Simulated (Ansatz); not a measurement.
A run of Ansatz 0.2.0 is set up as follows.

input.yaml

```yaml
crystal:
  lattice:
    - [2.1542, 1.2437279499, 3.758]
    - [-2.1542, 1.2437279499, 3.758]
    - [0.0, -2.4874558998, 3.758]
  atoms:
    - { symbol: Sb, position: [0.76651, 0.76651, 0.76651] }
    - { symbol: Sb, position: [0.23349, 0.23349, 0.23349] }
kpoints:
  mp_grid: { grid: [8, 8, 8] }
scf:
  occupations: { method: gaussian, width: 0.019 }
hamiltonian:
  xc: pbe
  pseudopotentials: { kind: all_electron, lapw: { basis_error: 0.001 } }
output:
  forces: true
  stress: true
  eigenvalues: true
```

Potentials or basis: all-electron LAPW, scalar-relativistic.

Run with:

```console
$ ansatz run input.yaml --threads 1 --pin off --max-ram 3072MiB --backend cpu --events-out ev --progress --plain --runs-dir out
```

Q: Estimate the pressure.

A: 2.7 GPa.

Q: Estimate the band gap on the k mesh.

A: None (metal or under the smearing width).

Q: Predict the largest force.

A: 0.141 eV/Å.

Stress tensor (GPa, compression positive):
```
2.95 0.00 0.00
0.00 2.95 0.00
0.00 0.00 2.24
```

Spin-orbit coupling is left out, which matters for the levels of Sb.
